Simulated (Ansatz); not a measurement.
CaO (Fm-3m): from strained cells to moduli

```
Ca O
1.0
     0.00000    2.38357    2.38357
     2.38357    0.00000    2.38357
     2.38357    2.38357    0.00000
Ca O
1 1
Direct
  0.00000 0.00000 0.00000
  0.50000 0.50000 0.50000
```

The conventional cell has a = 4.767 Å, b = 4.767 Å, c = 4.767 Å, α = 90.00°, β = 90.00°, γ = 90.00°. Ca (atom 1) has 6 O at 2.38 Å as nearest neighbours. O (atom 2) has 6 Ca at 2.38 Å as nearest neighbours.

Unless marked otherwise, the numbers come from PBEsol, all-electron LAPW in Ansatz 0.2.0, scalar-relativistic. k mesh 8×8×8, fixed occupations, basis error target 0.5 meV/atom. The cell was relaxed by PAW under this functional.

The cell is cubic and carries a residual pressure of 0.01 GPa at this level. Each strain component that symmetry leaves independent is applied at ±0.003, the ions relax wherever a strain frees them, and the stress (tension positive, GPa) is read. Shears are engineering strains, γ = 2ε.

| strain | size | σxx | σyy | σzz | σyz | σxz | σxy |
| --- | --- | --- | --- | --- | --- | --- | --- |
| xx | -0.003 | -0.7036 | -0.1849 | -0.1849 | 0.0000 | 0.0000 | 0.0000 |
| xx | +0.003 | 0.6646 | 0.1701 | 0.1701 | 0.0000 | 0.0000 | 0.0000 |
| yz | -0.003 | -0.0056 | -0.0065 | -0.0065 | -0.2321 | 0.0000 | 0.0000 |
| yz | +0.003 | -0.0056 | -0.0065 | -0.0065 | 0.2321 | 0.0000 | 0.0000 |

A central difference gives one constant, for example C11 ≈ (0.6646 − (-0.7036))/(0.006) = 228.0 GPa; the program then imposes the crystal's symmetry on the whole matrix.

(1) What are the independent elastic constants?

(2) Do they meet the Born conditions?

(3) What moduli does a random aggregate of grains have?

(4) With the density of 3.438 g/cm³, how fast does sound travel, and what Debye temperature follows?

(5) How far do the constants move if PAW replaces LAPW in the same cell?

(6) What happens at 30 GPa (cell relaxed there)?

Results:

(1) C11 = 228.0, C12 = 59.2, C44 = 77.4 GPa.

(2) C11 − C12 = 168.9, C11 + 2C12 = 346.4 and C44 = 77.4 GPa must all be positive, so the crystal is elastically stable; that says nothing yet of its phonons.

(3) B = (C11 + 2C12)/3 = 115.5 GPa. G_V = (C11 − C12 + 3C44)/5 = 80.2 and G_R = 5(C11 − C12)C44/(4C44 + 3(C11 − C12)) = 80.0, so G_H = 80.1 GPa. Then E = 9BG/(3B + G) = 195.2 GPa, ν = (3B − 2G)/(6B + 2G) = 0.218 and B/G = 1.44, on the brittle side of Pugh's 1.75 (a rule of thumb, made for metals; it doesn't predict ductility here).

(4) 

| direction | slow (m/s) | middle (m/s) | fast (m/s) |
| --- | --- | --- | --- |
| [100] | 4743 | 4743 | 8144 |
| [110] | 4743 | 4956 | 8017 |
| [111] | 4886 | 4886 | 7974 |

The mean of v⁻³ over directions and branches gives v_m = 5339 m/s and θ_D = (ħ/k_B) v_m (6π²n)^(1/3) = 667 K, n being atoms per volume. Young's modulus spans 190 to 204 GPa over directions, and the universal anisotropy index is 0.01.

(5) 

| constant | LAPW (GPa) | PAW (GPa) | difference |
| --- | --- | --- | --- |
| C11 | 228.0 | 228.2 | 0.2 |
| C12 | 59.2 | 59.3 | 0.1 |
| C44 | 77.4 | 77.4 | 0.0 |

(6) The volume falls to 0.8383 of its value, and C11 = 503.1, C12 = 102.8, C44 = 73.5 GPa (slopes of the stress), in this structure whether or not another phase takes over.

Limits of these numbers: the frozen-core PAW files of the compared runs were fitted under PBE, their cores solved anew for this functional.
